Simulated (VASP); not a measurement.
# Cd (Fm-3m) in VASP: a series of runs

Runs on Cd. Level: PBE. Tasks: single point.

Program: VASP 6.6.1. These are calculated values, not measurements. Logs are shortened: lines on timing, memory, paths and dates and some standing lists are left out, and cuts for length are marked.

### Step 1. The crystal as given

It takes space group Fm-3m (No. 225, cubic). Conventional cell: a = 4.436 Å, b = 4.436 Å, c = 4.436 Å, α = 90.00°, β = 90.00°, γ = 90.00°. Around Cd (site symmetry m-3m) lie 12 Cd at 3.14 Å.

This isn't the form of Cd at room conditions, which is hcp.

### Step 2. Single point, PBE

File INCAR:

```
PREC = Accurate ; ENCUT = 520
EDIFF = 1E-7 ; ISMEAR = 0
SIGMA = 0.15 ; LREAL = F
LASPH = T ; NELM = 100
ALGO = Normal ; ISIF = 2
LWAVE = F ; LCHARG = F
GGA = PE ; NBANDS = 12
```

File KPOINTS:

```
Automatic mesh
0
Gamma
  18 18 18
```

File POSCAR:

```
Cd
1.0
    0.0000000000      2.2181497500      2.2181497500
    2.2181497500      0.0000000000      2.2181497500
    2.2181497500      2.2181497500      0.0000000000
Cd
1
Direct
    0.0000000000      0.0000000000      0.0000000000
```

Potentials or basis: VASP PAW PBE potentials, release 64 (Cd).

On the command line:

```bash
$ cat potpaw_PBE.64/Cd/POTCAR > POTCAR
$ mpirun -np 1 vasp_std > vasp.out
```

OUTCAR:

```text
PREC = Accurate
   ENCUT = 520
   EDIFF = 1E-7
   ISMEAR = 0
   LREAL = F
   LASPH = T
   NELM = 100
   ISIF = 2
   GGA = PE

 ion  position               nearest neighbor table
   1  0.000  0.000  0.000-

  LATTYP: Found a face centered cubic cell.
 ALAT       =     4.4362995000

  Lattice vectors:

 A1 = (   0.0000000000,   2.2181497500,   2.2181497500)
 A2 = (   2.2181497500,   0.0000000000,   2.2181497500)
 A3 = (   2.2181497500,   2.2181497500,   0.0000000000)

Analysis of symmetry for initial positions (statically):
=====================================================================
 Subroutine PRICEL returns:
 Original cell was already a primitive cell.

 Routine SETGRP: Setting up the symmetry group for a
 face centered cubic supercell.

 Subroutine GETGRP returns: Found 48 space group operations
 (whereof 48 operations were pure point group operations)
 out of a pool of 48 trial point group operations.

The static configuration has the point symmetry O_h .

Analysis of symmetry for dynamics (positions and initial velocities):
=====================================================================
 Subroutine PRICEL returns:
 Original cell was already a primitive cell.

 Routine SETGRP: Setting up the symmetry group for a
 face centered cubic supercell.

 Subroutine GETGRP returns: Found 48 space group operations
 (whereof 48 operations were pure point group operations)
 out of a pool of 48 trial point group operations.

The dynamic configuration has the point symmetry O_h .

 Subroutine INISYM returns: Found 48 space group operations
 (whereof 48 operations are pure point group operations),
 and found     1 'primitive' translations

----------------------------------------------------------------------------------------

                                     Primitive cell

  volume of cell :      21.8274

  direct lattice vectors                    reciprocal lattice vectors
     0.000000000  2.218149750  2.218149750    -0.225413095  0.225413095  0.225413095
     2.218149750  0.000000000  2.218149750     0.225413095 -0.225413095  0.225413095
     2.218149750  2.218149750  0.000000000     0.225413095  0.225413095 -0.225413095

  length of vectors
     3.136937460  3.136937460  3.136937460     0.390426933  0.390426933  0.390426933

  position of ions in fractional coordinates (direct lattice)
     0.000000000  0.000000000  0.000000000

  ion indices of the primitive-cell ions
   primitive index   ion index
                 1           1

----------------------------------------------------------------------------------------

 KPOINTS: Automatic mesh

Automatic generation of k-mesh.
 Grid dimensions read from file:
 generate k-points for:   18   18   18

 Generating k-lattice:

  Cartesian coordinates                     Fractional coordinates (reciprocal lattice)
    -0.012522950  0.012522950  0.012522950     0.055555556  0.000000000  0.000000000
     0.012522950 -0.012522950  0.012522950     0.000000000  0.055555556  0.000000000
     0.012522950  0.012522950 -0.012522950     0.000000000  0.000000000  0.055555556

  Length of vectors
     0.021690385  0.021690385  0.021690385

  Shift w.r.t. Gamma in fractional coordinates (k-lattice)
     0.000000000  0.000000000  0.000000000

 Subroutine IBZKPT returns following result:
 ===========================================

 Found    195 irreducible k-points:

 Following reciprocal coordinates:
            Coordinates               Weight
  0.000000  0.000000  0.000000      1.000000
  0.055556  0.000000  0.000000      8.000000
  0.111111  0.000000  0.000000      8.000000
  0.166667  0.000000  0.000000      8.000000
  0.222222  0.000000  0.000000      8.000000
  0.277778  0.000000  0.000000      8.000000
[... 16 lines left out ...]
 -0.277778  0.055556  0.000000     24.000000
 -0.222222  0.055556  0.000000     24.000000
 [... further k-points ...]
   k-points           NKPTS =    195   k-points in BZ     NKDIM =    195   number of bands    NBANDS=     12
   number of dos      NEDOS =    301   number of ions     NIONS =      1
   total plane-waves  NPLWV =  13824
   dimension x,y,z NGX =    24 NGY =   24 NGZ =   24
   dimension x,y,z NGXF=    48 NGYF=   48 NGZF=   48
   ions per type =               1
   NGX,Y,Z   is equivalent  to a cutoff of  12.72, 12.72, 12.72 a.u.
   NGXF,Y,Z  is equivalent  to a cutoff of  25.44, 25.44, 25.44 a.u.
 SYSTEM =  unknown system
   PREC   = accura    normal or accurate (medium, high low for compatibility)
   ISTART =      0    job   : 0-new  1-cont  2-samecut
   ICHARG =      2    charge: 1-file 2-atom 10-const
   ISPIN  =      1    spin polarized calculation?
   LNONCOLLINEAR =      F non collinear calculations
   LSORBIT =      F    spin-orbit coupling
   LASPH  =      T    aspherical Exc in radial PAW
   ENCUT  =  520.0 eV  38.22 Ry    6.18 a.u.   5.83  5.83  5.83*2*pi/ulx,y,z
   NELM   =    100;   NELMIN=  2; NELMDL= -5     # of ELM steps
   EDIFF  = 0.1E-06   stopping-criterion for ELM
   LREAL  =      F    real-space projection
   EDIFFG = 0.1E-05   stopping-criterion for IOM
   NSW    =      0    number of steps for IOM
   IBRION =     -1    ionic relax: 0-MD 1-quasi-New 2-CG
   NFREE  =      0    steps in history (QN), initial steepest desc. (CG)
   ISIF   =      2    stress and relaxation
   ISYM   =      2    0-nonsym 1-usesym 2-fastsym
   POTIM  = 0.5000    time-step for ionic-motion
   TEBEG  =    0.0;   TEEND  =   0.0 temperature during run
   PSTRESS=    0.0 pullay stress
   NELECT =      12.0000    total number of electrons
   NUPDOWN=      -1.0000    fix difference up-down
   EMIN   =  10.00;   EMAX   =-10.00  energy-range for DOS
   EFERMI =   0.00;   METHOD = LEGACY
   ISMEAR =     0;   SIGMA  =   0.15  broadening in eV -4-tet -1-fermi 0-gaus
   EFERMI_NEDOS =   21; number of points for ismear=-14 and -15
   IALGO  =     38    algorithm
   IMIX   =      4    mixing-type and parameters
     AMIX     =   0.40;   BMIX     =  1.00
     AMIX_MAG =   1.60;   BMIX_MAG =  1.00
  volume/ion in A,a.u.               =      21.83       147.30
  Fermi-wavevector in a.u.,A,eV,Ry     =   1.341120  2.534350 24.471486  1.798604
  Thomas-Fermi vector in A             =   2.469379
   LORBIT       =      0    0 simple, 1 ext, 2 COOP (PROOUT), +10 PAW based schemes
   GGA     = PE    functional components
   LHFCALC =     F    Hartree Fock is set to
   AEXX    =    0.0000 exact exchange contribution
   IVDW    =     0    specifies the selected vdW correction
   LEPSILON=     F    determine dielectric tensor
   LRPA    =     F    only Hartree local field effects (RPA)
 non-spin polarized calculation
 Gauss-broadening in eV      SIGMA  =   0.15
  energy-cutoff  :      520.00
  volume of cell :       21.83
 maximum number of plane-waves:       609
   NGX = 11   NGY = 11   NGZ = 11

 number of electron      12.0000003 magnetization

 Free energy of the ion-electron system (eV)
  ---------------------------------------------------
  ext. energy  EPLUGINS =         0.00000000
  ---------------------------------------------------
  free energy    TOTEN  =        -0.73367747 eV

  energy without entropy =       -0.72970329  energy(sigma->0) =       -0.73169038

 E-fermi :   2.7871     XC(G=0): -10.9868

 val. band max:        2.6844423962   @ k =  -0.3889   0.5000   0.1111
 cond. band min:       2.8243750513   @ k =  -0.3333   0.3333   0.1667
 fundamental gap:      0.1399326551
 Fermi energy:         2.7871186695

 k-point     1 :       0.0000    0.0000    0.0000
  band No.  band energies     occupation
      1      -6.3006      2.00000
      2      -6.3006      2.00000
      3      -6.3006      2.00000
      4      -5.9502      2.00000
      5      -5.8473      2.00000
      6      -5.8473      2.00000
      7      16.7348      0.00000
      8      17.7924      0.00000
      9      17.7924      0.00000
     10      17.7924      0.00000
     11      21.1599      0.00000
     12      21.1599      0.00000

 k-point     2 :       0.0556    0.0000    0.0000
  band No.  band energies     occupation
      1      -6.3094      2.00000
      2      -6.2874      2.00000
      3      -6.2874      2.00000
      4      -5.8692      2.00000
      5      -5.8506      2.00000
      6      -5.8506      2.00000
      7      16.2685      0.00000
      8      17.1058      0.00000
      9      17.6595      0.00000
     10      17.6595      0.00000
     11      21.3857      0.00000
     12      21.3857      0.00000

 k-point     3 :       0.1111    0.0000    0.0000
  band No.  band energies     occupation
      1      -6.3463      2.00000
      2      -6.2533      2.00000
      3      -6.2533      2.00000
      4      -5.8558      2.00000
      5      -5.8558      2.00000
      6      -5.6136      2.00000
      7      14.3685      0.00000
      8      16.9767      0.00000
      9      17.3391      0.00000
     10      17.3391      0.00000
     11      21.5213      0.00000
     12      21.9459      0.00000

 k-point     4 :       0.1667    0.0000    0.0000
  band No.  band energies     occupation
      1      -6.4126      2.00000
      2      -6.2156      2.00000
      3      -6.2156      2.00000
      4      -5.8478      2.00000
      5      -5.8478      2.00000
      6      -5.1774      2.00000
      7      12.2341      0.00000
      8      16.9304      0.00000
      9      16.9496      0.00000
     10      16.9496      0.00000
     11      21.2028      0.00000
     12      22.1977      0.00000

 k-point     5 :       0.2222    0.0000    0.0000
  band No.  band energies     occupation
      1      -6.4968      2.00000
      2      -6.1987      2.00000
      3      -6.1987      2.00000
      4      -5.8063      2.00000
      5      -5.8063      2.00000
      6      -4.5647      2.00000
      7      10.1211      0.00000
      8      16.5561      0.00000
      9      16.5561      0.00000
     10      16.7971      0.00000
     11      20.9868      0.00000
     12      21.4429      0.00000

 k-point     6 :       0.2778    0.0000    0.0000
  band No.  band energies     occupation
      1      -6.5864      2.00000
      2      -6.2108      2.00000
      3      -6.2108      2.00000
      4      -5.7289      2.00000
      5      -5.7289      2.00000
      6      -3.7809      2.00000
      7       8.0836      0.00000
      8      16.1883      0.00000
      9      16.1883      0.00000
     10      16.5680      0.00000
     11      20.6619      0.00000
     12      20.6619      0.00000

 k-point     7 :       0.3333    0.0000    0.0000
  band No.  band energies     occupation
      1      -6.6697      2.00000
      2      -6.2388      2.00000
      3      -6.2388      2.00000
      4      -5.6367      2.00000
      5      -5.6367      2.00000
      6      -2.8320      2.00000
      7       6.1470      0.00000
      8      15.8654      0.00000
      9      15.8654      0.00000
     10      16.2991      0.00000
     11      20.0364      0.00000
     12      20.0364      0.00000

 k-point     8 :       0.3889    0.0000    0.0000
  band No.  band energies     occupation
      1      -6.7367      2.00000
      2      -6.2679      2.00000
      3      -6.2679      2.00000
      4      -5.5530      2.00000
      5      -5.5530      2.00000
      6      -1.7271      2.00000
      7       4.3309      0.00000
      8      15.6088      0.00000
      9      15.6088      0.00000
     10      16.0587      0.00000
     11      19.5922      0.00000
     12      19.5922      0.00000
[... 166 lines left out ...]
 k-point    20 :      -0.4444    0.0556    0.0000
  band No.  band energies     occupation
      1      -6.7642      2.00000
      2      -6.3015      2.00000
      3      -6.2735      2.00000
      4      -5.5110      2.00000
      5      -5.5002      2.00000
      6       0.0232      2.00000
      7       2.2233      2.00000
      8      14.3587      0.00000
      9      15.2933      0.00000
     10      15.7738      0.00000
     11      19.5115      0.00000
     12      19.9715      0.00000

 k-point    21 :      -0.3889    0.0556    0.0000
  band No.  band energies     occupation
      1      -6.7302      2.00000
      2      -6.2821      2.00000
      3      -6.2592      2.00000
      4      -5.5642      2.00000
      5      -5.5393      2.00000
      6      -1.2398      2.00000
      7       3.8207      0.00000
      8      14.2086      0.00000
      9      15.7628      0.00000
     10      16.0406      0.00000
     11      19.4329      0.00000
     12      20.0636      0.00000

 k-point    22 :      -0.3333    0.0556    0.0000
  band No.  band energies     occupation
      1      -6.6716      2.00000
      2      -6.2531      2.00000
      3      -6.2332      2.00000
      4      -5.6556      2.00000
      5      -5.6013      2.00000
      6      -2.3921      2.00000
      7       5.5910      0.00000
      8      14.2030      0.00000
      9      16.3438      0.00000
     10      16.4199      0.00000
     11      19.5135      0.00000
     12      20.1160      0.00000

 k-point    23 :      -0.2778    0.0556    0.0000
  band No.  band energies     occupation
      1      -6.5947      2.00000
      2      -6.2228      2.00000
      3      -6.2027      2.00000
      4      -5.7574      2.00000
      5      -5.6829      2.00000
      6      -3.3926      2.00000
      7       7.4880      0.00000
      8      14.3266      0.00000
      9      16.8737      0.00000
     10      16.9699      0.00000
     11      19.7960      0.00000
     12      20.1047      0.00000

 k-point    24 :      -0.2222    0.0556    0.0000
  band No.  band energies     occupation
      1      -6.5088      2.00000
      2      -6.2038      2.00000
      3      -6.1824      2.00000
      4      -5.8457      2.00000
      5      -5.7635      2.00000
      6      -4.2306      2.00000
      7       9.4926      0.00000
      8      14.5628      0.00000
      9      17.3110      0.00000
     10      17.5431      0.00000
     11      20.1030      0.00000
     12      20.3396      0.00000

 [... further k-points ...]
[... 5 lines left out ...]
  --------------------------------------------------------------------------------------
  -------------------------------------------------------------------------------------
  Total        0.3328413      0.3328413      0.3328413     -0.0000000      0.0000000     -0.0000000
  in kB       24.4312258     24.4312258     24.4312258     -0.0000000      0.0000000     -0.0000000
  external PRESSURE =      24.4312258 kB  Pullay stress =       0.0000000 kB

 VOLUME and BASIS-vectors are now :
 -----------------------------------------------------------------------------
  energy-cutoff  :      520.00
  volume of cell :       21.83
      direct lattice vectors                 reciprocal lattice vectors
     0.000000000  2.218149750  2.218149750    -0.225413095  0.225413095  0.225413095
     2.218149750  0.000000000  2.218149750     0.225413095 -0.225413095  0.225413095
     2.218149750  2.218149750  0.000000000     0.225413095  0.225413095 -0.225413095

 POSITION                                       TOTAL-FORCE (eV/Angst)
 -----------------------------------------------------------------------------------
      0.00000      0.00000      0.00000         0.000000      0.000000      0.000000
 -----------------------------------------------------------------------------------
    total drift:                                0.000000     -0.000000     -0.000000

  FREE ENERGIE OF THE ION-ELECTRON SYSTEM (eV)
  ---------------------------------------------------
  free  energy   TOTEN  =        -0.7336774712 eV

  energy  without entropy=       -0.7297032947  energy(sigma->0) =       -0.73169038
```

It took 13 s on 1 thread of Intel Xeon 6975P-C (Granite Rapids), shared host; peak memory 0.17 GiB.

Results:

```
Free energy            : -0.7337 eV
Pressure               : 2.4 GPa
Band gap on the k mesh : none (metal or under the smearing width)
```

### Step 3. Single point, PBE

File INCAR:

```
PREC = Accurate
ENCUT = 520
EDIFF = 1E-6
ISMEAR = 0
SIGMA = 0.15
LREAL = F
LASPH = T
NELM = 100
ALGO = Normal
ISIF = 2
LWAVE = F
LCHARG = F
GGA = PE
NBANDS = 12
```

File KPOINTS:

```
regular mesh
0
Gamma
  20 20 20
```

POSCAR is that of step 2.

Potentials or basis: VASP PAW PBE potentials, release 64 (Cd).

On the command line:

```bash
$ cat potpaw_PBE.64/Cd/POTCAR > POTCAR
$ mpirun -np 1 vasp_std > vasp.out
```

Run time: 18 s. Hardware: 1 thread of Intel Xeon 6975P-C (Granite Rapids), shared host; peak memory 0.18 GiB.

The run converged. Its results:

* Free energy: -0.7349 eV
* Pressure: 2.4 GPa
* Band gap on the k mesh: none (metal or under the smearing width)

Levels at points of the mesh, in eV from the Fermi level:
| k point | band 3 | band 4 | band 5 | band 6 | band 7 | band 8 | band 9 | band 10 |
| --- | --- | --- | --- | --- | --- | --- | --- | --- |
| (0.00, 0.00, 0.00) | -9.14 | -8.79 | -8.69 | -8.69 | 13.89 | 14.95 | 14.95 | 14.95 |
| (0.50, 0.00, 0.00) | -9.14 | -8.32 | -8.32 | -2.33 | -1.33 | 12.54 | 12.54 | 13.00 |
| (0.50, 0.50, 0.00) | -8.34 | -8.22 | -8.22 | -0.81 | 1.38 | 6.79 | 6.79 | 11.04 |
